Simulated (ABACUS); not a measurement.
# Ge (P6_3/mmc) in ABACUS: a series of runs

The runs below take Ge through band structure, equation of state, with PBEsol.

Program: ABACUS 3.10.1. These are calculated values, not measurements. Logs are shortened: lines on timing, memory, paths and dates and some standing lists are left out, and cuts for length are marked.

### 1 The crystal as given

It takes space group P6_3/mmc (No. 194, hexagonal). The conventional cell has a = 3.998 Å, b = 3.998 Å, c = 6.599 Å, α = 90.00°, β = 90.00°, γ = 120.00°. Ge (site symmetry 3m) has 4 Ge at 2.45 to 2.47 Å as nearest neighbours.

This isn't the form of Ge at room conditions, which is diamond.

### 2 Band structure, PBEsol

The input, INPUT:

```
INPUT_PARAMETERS
suffix              Ge
calculation         nscf
basis_type          pw
pseudo_dir          ./
symmetry            -1
dft_functional      pbesol
ecutwfc             79.0
pseudo_rcut         7
nspin               1
nbands              40
ks_solver           dav
smearing_method     fd
smearing_sigma      0.00367493
scf_thr             1e-08
scf_nmax            100
mixing_type         broyden
mixing_beta         0.7
init_chg            file
pw_diag_thr         1e-07
out_band            1
kpar                4
```

The input, STRU:

```
ATOMIC_SPECIES
Ge 72.6300 Ge.upf

LATTICE_CONSTANT
7.5543424031

LATTICE_VECTORS
1.0000000000 0.0000000000 0.0000000000
-0.5000000000 0.8660254038 0.0000000000
0.0000000000 0.0000000000 1.6508408347

ATOMIC_POSITIONS
Cartesian

Ge
0.0
4
-0.0000000001 0.5773502692 1.5470008826 1 1 1
0.5000000000 0.2886751346 0.7215804653 1 1 1
-0.0000000001 0.5773502692 0.9292603694 1 1 1
0.5000000000 0.2886751346 0.1038399521 1 1 1
```

The input, KPT:

```
K_POINTS
12
Line
0.00000000 0.00000000 0.00000000 10 // G
0.50000000 0.00000000 0.00000000 10 // M
0.33333333 0.33333333 0.00000000 10 // K
0.00000000 0.00000000 0.00000000 10 // G
0.00000000 0.00000000 0.50000000 10 // A
0.50000000 0.00000000 0.50000000 10 // L
0.33333333 0.33333333 0.50000000 10 // H
0.00000000 0.00000000 0.50000000 1 // A
0.50000000 0.00000000 0.50000000 10 // L
0.50000000 0.00000000 0.00000000 1 // M
0.33333333 0.33333333 0.00000000 10 // K
0.33333333 0.33333333 0.50000000 1 // H
```

Potentials or basis: PseudoDojo NC SR 0.4.1 PBEsol standard, plane waves.

Started as:

```sh
OMP_NUM_THREADS=1 mpirun -np 4 abacus > log
```

running log:

```text
ABACUS v3.10.1

               Atomic-orbital Based Ab-initio Computation at UStc

 ------------------------------------------------------------------------------------

 READING GENERAL INFORMATION
                           global_out_dir = OUT.Ge/
                           global_in_card = INPUT
                               pseudo_dir = ./
                              orbital_dir =
                                    DSIZE = 4
                                    GSIZE = 1

 READING UNITCELL INFORMATION
                                    ntype = 1
                  lattice constant (Bohr) = 7.55434
              lattice constant (Angstrom) = 3.99758

 READING ATOM TYPE 1
                               atom label = Ge
                      L=0, number of zeta = 1
                      L=1, number of zeta = 1
                      L=2, number of zeta = 1
             number of atom for this type = 4

                        TOTAL ATOM NUMBER = 4
CARTESIAN COORDINATES ( UNIT =       7.554342403100 Bohr ).
    atom                   x                   y                   z     mag                  vx                  vy                  vz
tauc_Ge1           -0.0000000001        0.5773502692        1.5470008826  0.0000        0.0000000000        0.0000000000        0.0000000000
tauc_Ge2            0.5000000000        0.2886751346        0.7215804653  0.0000        0.0000000000        0.0000000000        0.0000000000
tauc_Ge3           -0.0000000001        0.5773502692        0.9292603694  0.0000        0.0000000000        0.0000000000        0.0000000000
tauc_Ge4            0.5000000000        0.2886751346        0.1038399521  0.0000        0.0000000000        0.0000000000        0.0000000000

                          Volume (Bohr^3) = 616.348
                             Volume (A^3) = 91.3332

 Lattice vectors: (Cartesian coordinate: in unit of a_0)
                   +1                  +0                  +0
                 -0.5           +0.866025                  +0
                   +0                  +0            +1.65084
 Reciprocal vectors: (Cartesian coordinate: in unit of 2 pi/a_0)
                   +1            +0.57735                  -0
                   -0             +1.1547                  -0
                   +0                  -0           +0.605752
 The esolver type has been set to : ksdft_pw

                PAO radial cut off (Bohr) = 7

 Read in pseudopotential file is Ge.upf
                     pseudopotential type = NC
          exchange-correlation functional = PBESOL
                 nonlocal core correction = 1
                        valence electrons = 14
                                     lmax = 2
                           number of zeta = 3
                     number of projectors = 6
                           L of projector = 0
                           L of projector = 0
                           L of projector = 1
                           L of projector = 1
                           L of projector = 2
                           L of projector = 2
     initial pseudo atomic orbital number = 36

 SETUP THE ELECTRONS NUMBER
            electron number of element Ge = 14
      total electron number of element Ge = 56
            AUTOSET number of electrons:  = 56
                           occupied bands = 28
                                   NBANDS = 40
                                   NLOCAL = 36

%%%%%%%%%%%%%%%%%%%%%%%%%%%%%%%%%%%%%%%%%%%%%%%%%%%%%%%%%%%%%%%%%%%%%%%%%%%%%%%%%%%%%%%%%%%%%%%%%%%%%%%%%%
 Warning: the number of valence electrons in pseudopotential > 4 for Ge: [Ar] 3d10 4s2 4p2
 Pseudopotentials with additional electrons can yield (more) accurate outcomes, but may be less efficient.
 If you're confident that your chosen pseudopotential is appropriate, you can safely ignore this warning.
%%%%%%%%%%%%%%%%%%%%%%%%%%%%%%%%%%%%%%%%%%%%%%%%%%%%%%%%%%%%%%%%%%%%%%%%%%%%%%%%%%%%%%%%%%%%%%%%%%%%%%%%%%

 SETUP THE PLANE WAVE BASIS
 energy cutoff for charge/potential (unit:Ry) = 316
            fft grid for charge/potential = [ 45, 45, 72 ]
                        fft grid division = [ 1, 1, 1 ]
        big fft grid for charge/potential = [ 45, 45, 72 ]
                                     nbxx = 145800
                                     nrxx = 145800

 SETUP PLANE WAVES FOR CHARGE/POTENTIAL
                    number of plane waves = 58403
                         number of sticks = 1237

 PARALLEL PW FOR CHARGE/POTENTIAL
     PROC   COLUMNS(POT)             PW
        1           1237          58403
 --------------- sum -------------------
        1           1237          58403
                            number of |g| = 3003
                                  max |g| = 456.593
                                  min |g| = 0

----------- Double Check Mixing Parameters Begin ------------
mixing_type: broyden
mixing_beta: 0.7
mixing_gg0: 1
mixing_gg0_min: 0.1
mixing_ndim: 8
----------- Double Check Mixing Parameters End ------------

 SETUP K-POINTS
                                    nspin = 1
                                   nkstot = 93
K-POINTS DIRECT COORDINATES
 KPOINTS    DIRECT_X    DIRECT_Y    DIRECT_Z  WEIGHT
       1  0.00000000  0.00000000  0.00000000  1.0000
       2  0.05000000  0.00000000  0.00000000  1.0000
       3  0.10000000  0.00000000  0.00000000  1.0000
       4  0.15000000  0.00000000  0.00000000  1.0000
       5  0.20000000  0.00000000  0.00000000  1.0000
       6  0.25000000  0.00000000  0.00000000  1.0000
[... 22 lines left out ...]
      29  0.06666667  0.06666667  0.00000000  1.0000
      30  0.03333333  0.03333333  0.00000000  1.0000
[... 63 further k points ...]

           k-point number in this process = 24
       minimum distributed K point number = 23

[... K-POINTS CARTESIAN COORDINATES: 24 rows ...]

[... K-POINTS DIRECT COORDINATES: 24 rows ...]

 SETUP PLANE WAVES FOR WAVE FUNCTIONS
     energy cutoff for wavefunc (unit:Ry) = 79
              fft grid for wave functions = [ 45, 45, 72 ]
                    number of plane waves = 8773
                         number of sticks = 349

 PARALLEL PW FOR WAVE FUNCTIONS
     PROC   COLUMNS(POT)             PW
        1            349           8773
 --------------- sum -------------------
        1            349           8773

 SETUP NONLOCAL PSEUDOPOTENTIALS IN PLANE WAVE BASIS
 Ge non-local projectors:
 projector 1 L=0
 projector 2 L=0
 projector 3 L=1
 projector 4 L=1
 projector 5 L=2
 projector 6 L=2
      TOTAL NUMBER OF NONLOCAL PROJECTORS = 72

 Init Non-Local PseudoPotential table :
 Init Non-Local-Pseudopotential done.

                                     npwx = 7367

 Make real space PAO into reciprocal space.
       max mesh points in Pseudopotential = 701
     dq(describe PAO in reciprocal space) = 0.01
                                    max q = 1071

 number of pseudo atomic orbitals for Ge is 3
WARNING: norm of atomic wavefunction # 2 of atomic type Ge is 0.999922, renormalized
WARNING: norm of atomic wavefunction # 3 of atomic type Ge is 0.995552, renormalized

 -------------------------------------------
 NONSELF-CONSISTENT
 -------------------------------------------
                                 init_chg = file
 try to read charge from file
 Read in the charge density: OUT.Ge//Ge-CHARGE-DENSITY.restart

 PW ALGORITHM --------------- ION=   1  ELEC=   1--------------------------------

 k(1/93) Iter steps (avg)=13 threshold=1e-07
 k(2/93) Iter steps (avg)=12 threshold=1e-07
 k(3/93) Iter steps (avg)=12 threshold=1e-07
 k(4/93) Iter steps (avg)=11 threshold=1e-07
 k(5/93) Iter steps (avg)=10 threshold=1e-07
 k(6/93) Iter steps (avg)=10 threshold=1e-07
 k(7/93) Iter steps (avg)=11 threshold=1e-07
 k(8/93) Iter steps (avg)=10 threshold=1e-07
 k(9/93) Iter steps (avg)=10 threshold=1e-07
 k(10/93) Iter steps (avg)=11 threshold=1e-07
[... 4 lines left out ...]
 k(15/93) Iter steps (avg)=10 threshold=1e-07
 k(16/93) Iter steps (avg)=11 threshold=1e-07
 k(17/93) Iter steps (avg)=12 threshold=1e-07
 k(18/93) Iter steps (avg)=11 threshold=1e-07
 k(19/93) Iter steps (avg)=10 threshold=1e-07
 k(20/93) Iter steps (avg)=10 threshold=1e-07
 k(21/93) Iter steps (avg)=10 threshold=1e-07
 k(22/93) Iter steps (avg)=10 threshold=1e-07
 k(23/93) Iter steps (avg)=15 threshold=1e-07
 k(24/93) Iter steps (avg)=12 threshold=1e-07
[... levels at 24 k points of this process ...]

 Density error is 0.00000000000
                          Error Threshold = 1.00000000000e-07
----------------------------------------------------------
     Energy           Rydberg                 eV
----------------------------------------------------------
 E_KohnSham     -713.4809266312      -9707.4060165038
 E_KS(sigma->0) -713.4804786362      -9707.3999212198
 E_Harris       -713.4809266312      -9707.4060165038
 E_band         -40.8646302794       -555.9918184637
 E_one_elec     -369.8088889963      -5031.5080613986
 E_Hartree      222.4264866792       3026.2676049578
 E_xc           -172.7530541200      -2350.4258829337
 E_Ewald        -393.3445742042      -5351.7274865613
 E_entropy(-TS) -0.0008959899        -0.0121905680
 E_descf        0.0000000000         0.0000000000
 E_exx          0.0000000000         0.0000000000
 E_Fermi        0.6899653791         9.3874605790
----------------------------------------------------------

 charge density convergence is achieved
 final etot is -9707.4060165 eV
 EFERMI = 9.3874605790 eV

 STATE ENERGY(eV) AND OCCUPATIONS    NSPIN == 1
 1/24 kpoint (Cartesian) = 0.0000 0.0000 0.0000 (7367 pws)
       1       -15.5756      0.0215054
       2       -15.5756      0.0215054
       3       -15.5376      0.0215054
       4       -15.5376      0.0215054
       5       -15.5374      0.0215054
       6       -15.5244      0.0215054
[... 32 lines left out ...]
      39        17.6354    4.91813e-74
      40        18.4497    4.16026e-81

 2/24 kpoint (Cartesian) = 0.050000 0.028868 0.0000 (7347 pws)
       1       -15.5775      0.0215054
       2       -15.5762      0.0215054
       3       -15.5394      0.0215054
       4       -15.5385      0.0215054
       5       -15.5376      0.0215054
       6       -15.5219      0.0215054
[... 32 lines left out ...]
      39        17.9040    2.28653e-76
      40        18.2089    5.13911e-79

 3/24 kpoint (Cartesian) = 0.10000 0.057735 0.0000 (7329 pws)
       1       -15.5819      0.0215054
       2       -15.5777      0.0215054
       3       -15.5438      0.0215054
       4       -15.5411      0.0215054
       5       -15.5375      0.0215054
       6       -15.5167      0.0215054
[... 32 lines left out ...]
      39        17.4716    1.30181e-72
      40        18.7414    1.21613e-83

 4/24 kpoint (Cartesian) = 0.15000 0.086603 0.0000 (7327 pws)
       1       -15.5868      0.0215054
       2       -15.5796      0.0215054
       3       -15.5491      0.0215054
       4       -15.5445      0.0215054
       5       -15.5370      0.0215054
       6       -15.5113      0.0215054
[... 32 lines left out ...]
      39        17.2452    1.20595e-70
      40        18.5662    4.04210e-82

 5/24 kpoint (Cartesian) = 0.20000 0.11547 0.0000 (7305 pws)
       1       -15.5909      0.0215054
       2       -15.5814      0.0215054
       3       -15.5546      0.0215054
       4       -15.5480      0.0215054
       5       -15.5356      0.0215054
       6       -15.5066      0.0215054
[... 32 lines left out ...]
      39        17.7817    2.63498e-75
      40        18.0945    5.05804e-78

 6/24 kpoint (Cartesian) = 0.25000 0.14434 0.0000 (7309 pws)
       1       -15.5937      0.0215054
       2       -15.5829      0.0215054
       3       -15.5601      0.0215054
       4       -15.5513      0.0215054
       5       -15.5329      0.0215054
       6       -15.5027      0.0215054
[... 32 lines left out ...]
      39        17.5749    1.64934e-73
      40        18.5707    3.69442e-82

[... levels at 18 further k points ...]

 --------------------------------------------
 !FINAL_ETOT_IS -9707.406016503801 eV
 --------------------------------------------

 Output bands in file: OUT.Ge/BANDS_1.dat
```

It took 49 s on 4 MPI ranks of Intel Xeon Platinum 8375C at 2.90GHz (Ice Lake), shared host; peak memory 1 GiB.

Levels at the corners of the path, in eV from the Fermi level:
| point | band 26 | band 27 | band 28 | band 29 | band 30 | band 31 |
| --- | --- | --- | --- | --- | --- | --- |
| Γ | -0.17 | -0.15 | -0.06 | 0.11 | 0.11 | 2.23 |
| M | -3.09 | -2.85 | -1.46 | 0.45 | 1.59 | 3.48 |
| K | -3.50 | -3.50 | -3.23 | 1.38 | 4.54 | 4.54 |
| Γ | -0.17 | -0.15 | -0.06 | 0.11 | 0.11 | 2.23 |
| A | -0.87 | -0.87 | -0.87 | 0.62 | 0.62 | 3.33 |
| L | -2.57 | -2.43 | -2.43 | 0.45 | 0.45 | 2.04 |
| H | -4.32 | -2.03 | -2.03 | 1.19 | 1.19 | 4.04 |
| A | -0.87 | -0.87 | -0.87 | 0.62 | 0.62 | 3.33 |
| L | -2.57 | -2.43 | -2.43 | 0.45 | 0.45 | 2.04 |
| M | -3.09 | -2.85 | -1.46 | 0.45 | 1.59 | 3.48 |
| K | -3.50 | -3.50 | -3.23 | 1.38 | 4.54 | 4.54 |
| H | -4.32 | -2.03 | -2.03 | 1.19 | 1.19 | 4.04 |

Caveat: the density is read from an earlier self-consistent run, whose mesh may be coarse.

[end of part 1 of 2]
